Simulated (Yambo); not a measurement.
# HgSe (F-43m) in Yambo: further runs

One crystal, HgSe, is run at these levels: PBE; tasks: optical spectrum.

Program: Yambo 5.3.0. These are calculated values, not measurements. Logs are shortened: lines on timing, memory, paths and dates and some standing lists are left out, and cuts for length are marked.

**1. Starting point**

It takes space group F-43m (No. 216, cubic). The conventional cell has a = 6.078 Å, b = 6.078 Å, c = 6.078 Å, α = 90.00°, β = 90.00°, γ = 90.00°. Around Hg (site symmetry -43m) lie 4 Se at 2.63 Å. Se (site symmetry -43m) is surrounded by 4 Hg at 2.63 Å.

**2. Optical spectrum, PBE**

optics0.in reads:

```
optics
chi
Chimod= "IP"
% BndsRnXd
 1 | 33 |
%
% LongDrXd
 1 | 1 | 0 |
%
% QpntsRXd
 1 | 1 |
%
% EnRngeXd
 0 | 15 | eV
%
% DmRngeXd
 0.1 | 0.1 | eV
%
ETStpsXd= 300
```

scf.in reads:

```
&CONTROL
  calculation = 'scf'
  prefix = 'pwscf'
  outdir = './tmp'
  pseudo_dir = './pseudo'
/
&SYSTEM
  ibrav = 0
  A = 4.29779502
  nat = 2
  ntyp = 2
  ecutwfc = 69
  nbnd = 26
  occupations = 'smearing'
  smearing = 'fd'
  degauss = 0.00367493
  force_symmorphic = .true.
/
&ELECTRONS
  conv_thr = 4d-10
  electron_maxstep = 120
  mixing_beta = 0.5
/
ATOMIC_SPECIES
Hg   200.5920 Hg.upf
Se    78.9710 Se.upf
CELL_PARAMETERS alat
   0.0000000000    0.7071067805    0.7071067805
   0.7071067805    0.0000000000    0.7071067805
   0.7071067805    0.7071067805    0.0000000000
ATOMIC_POSITIONS alat
Hg     0.0000000000    0.0000000000    0.0000000000
Se     1.0606601708    1.0606601708    1.0606601708
K_POINTS automatic
8 8 8 0 0 0
```

nscf.in reads:

```
&CONTROL
  calculation = 'nscf'
  prefix = 'pwscf'
  outdir = './tmp'
  pseudo_dir = './pseudo'
/
&SYSTEM
  ibrav = 0
  A = 4.29779502
  nat = 2
  ntyp = 2
  ecutwfc = 69
  nbnd = 38
  occupations = 'smearing'
  smearing = 'fd'
  degauss = 0.00367493
  force_symmorphic = .true.
/
&ELECTRONS
  conv_thr = 1d-08
  diago_full_acc = .true.
  diago_thr_init = 1d-06
/
ATOMIC_SPECIES
Hg   200.5920 Hg.upf
Se    78.9710 Se.upf
CELL_PARAMETERS alat
   0.0000000000    0.7071067805    0.7071067805
   0.7071067805    0.0000000000    0.7071067805
   0.7071067805    0.7071067805    0.0000000000
ATOMIC_POSITIONS alat
Hg     0.0000000000    0.0000000000    0.0000000000
Se     1.0606601708    1.0606601708    1.0606601708
K_POINTS automatic
8 8 8 0 0 0
```

Potentials or basis: PseudoDojo 0.4.1 SR PBE standard.

Run with:

```
$ OMP_NUM_THREADS=1 pw.x -in scf.in > scf.out
$ OMP_NUM_THREADS=1 pw.x -in nscf.in > nscf.out
$ cd tmp/pwscf.save; p2y; mv SAVE ../..; cd ../..
$ OMP_NUM_THREADS=1 yambo
$ OMP_NUM_THREADS=1 yambo -F optics0.in -J optics0 -C optics0_out
```

Yambo's report:

```text
[... sections 02.01 to 02.04 as in the set-up run ...]

  [02.05] Energies & Occupations
  ==============================

  [X] === General ===
  [X] Electronic Temperature                        :  0.258606E-1   300.100    [eV K]
  [X] Bosonic    Temperature                        :  0.258606E-1   300.100    [eV K]
  [X] Finite Temperature mode                       : yes
  [X] El. density                                   :  0.64133E+24 [cm-3]
  [X] Fermi Level                                   :  9.158770 [eV]

  [X] === Gaps and Widths ===
  [X] Conduction Band Min                           :  9.158770 [eV]
  [X] Valence Band Max                              :  9.158770 [eV]
  [X] Filled Bands                                  :  16
  [X] Metallic Bands                                :  17  19
  [X] Empty Bands                                   :   20   38

  [X] === Metallic Characters ===
  [X] N of el / N of met el                         :  36.00000   4.00106
  [X] Average metallic occ.                         :  0.333422

  [WARNING] [X] Metallic system

 [03] Transferred momenta grid and indexing
 ==========================================

 IBZ Q-points                                      :  29
 BZ  Q-points                                      :   512

 K/Q-points units:
 rlu = crystal or reduced units; cc = cartesian coordinates; iku = interal k-units

 Q [ 1]         [rlu]:  0.000000  0.000000  0.000000
 Q [ 2]         [rlu]:  0.19285E-17  0.19285E-17  0.12500
 Q [ 3]         [rlu]:  0.38571E-17  0.38571E-17  0.25000
 Q [ 4]         [rlu]: -0.14059E-16  0.13696E-16  0.37500
 Q [ 5]         [rlu]: -0.29406E-17 -0.29406E-17 -0.50000
 Q [ 6]         [rlu]: -0.22059E-17  0.12500      0.12500
 Q [ 7]         [rlu]: -0.25827E-16  0.12500      0.25000
 Q [ 8]         [rlu]: -0.26285E-16  0.12500      0.37500
 Q [ 9]         [rlu]: -0.62410E-16  0.12500      0.50000
 Q [10]         [rlu]: -0.29406E-17  0.12500     -0.37500
 Q [11]         [rlu]:  0.14059E-16  0.12500     -0.25000
 Q [12]         [rlu]: -0.38571E-17  0.12500     -0.12500
 Q [13]         [rlu]: -0.29781E-16  0.25000      0.25000
 Q [14]         [rlu]: -0.58135E-16  0.25000      0.37500
 Q [15]         [rlu]: -0.12408E-16  0.25000      0.50000
[... 12 lines left out ...]
 Q [28]         [rlu]:  0.125000 -0.500000 -0.375000
 Q [29]         [rlu]:  0.250000 -0.500000 -0.250000

 [WARNING] [Xd] User bands 1-33 break level degeneracy

 [04] Dipoles
 ============

  [04.01] Setup: observables and procedures
  =========================================

  [WF-Oscillators/G space/Transverse up loader] Normalization (few states)  min/max  :  0.74805E-17   1.0000

  [WR./optics0//ndb.dipoles]------------------------------------------------------
   Brillouin Zone Q/K grids (IBZ/BZ)                :    29   512    29   512
   RL vectors                                       :   4645 [WF]
   Fragmentation                                    : yes
   Electronic Temperature                           :  300.1000 [K]
   Bosonic    Temperature                           :  300.1000 [K]
   DIP band range                                   :    1   33
   DIP band range limits                            :  19  17
   DIP e/h energy range                             : -1.000000 -1.000000 [eV]
   RL vectors in the sum                            :   4645
   [r,Vnl] included                                 : yes
   Bands ordered                                    : yes
   Direct v evaluation                              : no
   Approach used                                    : G-space v
   Dipoles computed                                 : R V P [G-space]
   Wavefunctions                                    : Perdew, Burke & Ernzerhof(X)+Perdew, Burke & Ernzerhof(C)

  [WARNING] [r,Vnl^pseudo] included in position and velocity dipoles.

  [WARNING] In case H contains other non local terms, these are neglected

 [05] Optics
 ===========

 [X-CG] R(p) Tot o/o(of R):    5756  141101     100

 [WARNING] The system is a metal but Drude term not included.
```

Wall time 68 s (1 thread of Arm Neoverse V2, shared host); peak memory 0.25 GiB.

What came out:

| Quantity | Value |
| --- | --- |
| Band gap on the k mesh, mean-field level | none (metal or under the smearing width) |

Dielectric function (along the field direction of the input):
| energy (eV) | real part | imaginary part |
| --- | --- | --- |
| 0.25 | 16.67 | 0.61 |
| 0.75 | 17.97 | 19.28 |
| 1.25 | 12.57 | 3.14 |
| 1.76 | 6.26 | 5.42 |
| 2.26 | 8.24 | 7.85 |
| 2.76 | 7.73 | 6.34 |
| 3.26 | 1.78 | 5.73 |
| 3.76 | 5.83 | 2.97 |
| 4.31 | 2.61 | 6.26 |
| 4.82 | 7.58 | 7.18 |
| 5.32 | 1.04 | 10.99 |
| 5.82 | 2.33 | 6.04 |
| 6.32 | 1.70 | 6.68 |
| 6.82 | -0.91 | 7.68 |
| 7.32 | -1.29 | 7.24 |
| 7.88 | -2.57 | 4.76 |
| 8.38 | -1.67 | 2.64 |
| 8.88 | -2.21 | 2.98 |
| 9.38 | -1.31 | 2.66 |
| 9.88 | -1.22 | 2.34 |
| 10.38 | -1.03 | 1.26 |
| 10.89 | -0.73 | 1.76 |
| 11.44 | -0.41 | 1.13 |
| 11.94 | -0.58 | 1.30 |
| 12.44 | -0.15 | 1.21 |
| 12.94 | -0.26 | 1.23 |
| 13.44 | -0.39 | 1.27 |
| 13.95 | -0.16 | 0.95 |
| 14.45 | 0.06 | 0.71 |
| 15.00 | 0.17 | 0.71 |

Caveat: the intraband (Drude) term of the metal is left out; the ground state has no gap, which makes the many-body step unreliable; spectra need much finer meshes, so this one isn't converged; independent-particle spectra lack excitons. Spin-orbit coupling is left out, which matters for the levels of Hg.

**3. Optical spectrum, PBE**

optics1.in reads:

```
optics
chi
Chimod= "HARTREE"
% BndsRnXd
 1 | 33 |
%
NGsBlkXd= 4 Ry
% LongDrXd
 1 | 1 | 0 |
%
% QpntsRXd
 1 | 1 |
%
% EnRngeXd
 0 | 15 | eV
%
% DmRngeXd
 0.1 | 0.1 | eV
%
ETStpsXd= 150
```

scf.in is that of step 2.

nscf.in is that of step 2.

Potentials or basis: PseudoDojo 0.4.1 SR PBE standard.

Run with:

```
$ OMP_NUM_THREADS=1 pw.x -in scf.in > scf.out
$ OMP_NUM_THREADS=1 pw.x -in nscf.in > nscf.out
$ cd tmp/pwscf.save; p2y; mv SAVE ../..; cd ../..
$ OMP_NUM_THREADS=1 yambo
$ OMP_NUM_THREADS=1 yambo -F optics1.in -J optics1 -C optics1_out
```

Yambo's report:

```text
[... sections 02.01 to 02.04 as in the set-up run ...]

  [02.05] Energies & Occupations
  ==============================

  [X] === General ===
  [X] Electronic Temperature                        :  0.258606E-1   300.100    [eV K]
  [X] Bosonic    Temperature                        :  0.258606E-1   300.100    [eV K]
  [X] Finite Temperature mode                       : yes
  [X] El. density                                   :  0.64133E+24 [cm-3]
  [X] Fermi Level                                   :  9.158770 [eV]

  [X] === Gaps and Widths ===
  [X] Conduction Band Min                           :  9.158770 [eV]
  [X] Valence Band Max                              :  9.158770 [eV]
  [X] Filled Bands                                  :  16
  [X] Metallic Bands                                :  17  19
  [X] Empty Bands                                   :   20   38

  [X] === Metallic Characters ===
  [X] N of el / N of met el                         :  36.00000   4.00106
  [X] Average metallic occ.                         :  0.333422

  [WARNING] [X] Metallic system

 [03] Transferred momenta grid and indexing
 ==========================================

 IBZ Q-points                                      :  29
 BZ  Q-points                                      :   512

 K/Q-points units:
 rlu = crystal or reduced units; cc = cartesian coordinates; iku = interal k-units

 Q [ 1]         [rlu]:  0.000000  0.000000  0.000000
 Q [ 2]         [rlu]:  0.19285E-17  0.19285E-17  0.12500
 Q [ 3]         [rlu]:  0.38571E-17  0.38571E-17  0.25000
 Q [ 4]         [rlu]: -0.14059E-16  0.13696E-16  0.37500
 Q [ 5]         [rlu]: -0.29406E-17 -0.29406E-17 -0.50000
 Q [ 6]         [rlu]: -0.22059E-17  0.12500      0.12500
 Q [ 7]         [rlu]: -0.25827E-16  0.12500      0.25000
 Q [ 8]         [rlu]: -0.26285E-16  0.12500      0.37500
 Q [ 9]         [rlu]: -0.62410E-16  0.12500      0.50000
 Q [10]         [rlu]: -0.29406E-17  0.12500     -0.37500
 Q [11]         [rlu]:  0.14059E-16  0.12500     -0.25000
 Q [12]         [rlu]: -0.38571E-17  0.12500     -0.12500
 Q [13]         [rlu]: -0.29781E-16  0.25000      0.25000
 Q [14]         [rlu]: -0.58135E-16  0.25000      0.37500
 Q [15]         [rlu]: -0.12408E-16  0.25000      0.50000
[... 12 lines left out ...]
 Q [28]         [rlu]:  0.125000 -0.500000 -0.375000
 Q [29]         [rlu]:  0.250000 -0.500000 -0.250000

 [WARNING] [Xd] User bands 1-33 break level degeneracy

 [04] Dipoles
 ============

  [04.01] Setup: observables and procedures
  =========================================

  [WF-Oscillators/G space/Transverse up loader] Normalization (few states)  min/max  :  0.74805E-17   1.0000

  [WR./optics1//ndb.dipoles]------------------------------------------------------
   Brillouin Zone Q/K grids (IBZ/BZ)                :    29   512    29   512
   RL vectors                                       :   4645 [WF]
   Fragmentation                                    : yes
   Electronic Temperature                           :  300.1000 [K]
   Bosonic    Temperature                           :  300.1000 [K]
   DIP band range                                   :    1   33
   DIP band range limits                            :  19  17
   DIP e/h energy range                             : -1.000000 -1.000000 [eV]
   RL vectors in the sum                            :   4645
   [r,Vnl] included                                 : yes
   Bands ordered                                    : yes
   Direct v evaluation                              : no
   Approach used                                    : G-space v
   Dipoles computed                                 : R V P [G-space]
   Wavefunctions                                    : Perdew, Burke & Ernzerhof(X)+Perdew, Burke & Ernzerhof(C)

  [WARNING] [r,Vnl^pseudo] included in position and velocity dipoles.

  [WARNING] In case H contains other non local terms, these are neglected

 [05] Optics
 ===========

 [X-CG] R(p) Tot o/o(of R):    5756  141101     100

 [WARNING] The system is a metal but Drude term not included.
```

It took 77 s on 1 thread of Arm Neoverse V2, shared host; peak memory 0.46 GiB.

What came out:

```yaml
Band_gap_on_the_k_mesh_mean-field_level: none (metal or under the smearing width)
```

Dielectric function (along the field direction of the input):
| energy (eV) | real part | imaginary part |
| --- | --- | --- |
| 0.30 | 15.99 | 0.78 |
| 0.60 | 20.73 | 5.12 |
| 1.01 | 5.45 | 4.77 |
| 1.41 | 15.27 | 7.14 |
| 1.71 | 3.87 | 6.46 |
| 2.11 | 4.78 | 8.27 |
| 2.52 | 1.24 | 6.86 |
| 2.92 | 5.09 | 7.42 |
| 3.22 | 1.38 | 6.00 |
| 3.62 | 1.96 | 3.31 |
| 4.03 | 4.63 | 5.32 |
| 4.43 | 1.05 | 5.12 |
| 4.73 | 5.45 | 3.36 |
| 5.13 | 2.76 | 6.59 |
| 5.54 | -0.73 | 5.75 |
| 5.94 | 1.16 | 5.06 |
| 6.24 | 1.08 | 4.34 |
| 6.64 | 1.54 | 4.57 |
| 7.05 | 0.54 | 4.04 |
| 7.45 | -0.27 | 5.26 |
| 7.75 | -0.62 | 4.13 |
| 8.15 | -1.19 | 3.20 |
| 8.56 | -0.38 | 2.22 |
| 8.96 | -1.44 | 2.33 |
| 9.26 | -0.06 | 2.02 |
| 9.66 | 0.03 | 2.24 |
| 10.07 | -0.48 | 2.47 |
| 10.47 | -0.70 | 1.32 |
| 10.77 | -0.29 | 1.57 |
| 11.17 | -0.59 | 1.28 |
| 11.58 | -0.05 | 1.01 |
| 11.98 | -0.24 | 1.25 |
| 12.28 | -0.11 | 1.15 |
| 12.68 | 0.20 | 1.13 |
| 13.09 | 0.03 | 1.16 |
| 13.49 | -0.05 | 1.21 |
| 13.79 | -0.04 | 0.85 |
| 14.19 | -0.02 | 0.80 |
| 14.60 | 0.24 | 0.70 |
| 15.00 | 0.34 | 0.64 |

Caveat: the intraband (Drude) term of the metal is left out; the ground state has no gap, which makes the many-body step unreliable; spectra need much finer meshes, so this one isn't converged; these spectra lack excitons. The run has no spin-orbit coupling, so splittings on Hg are missing.
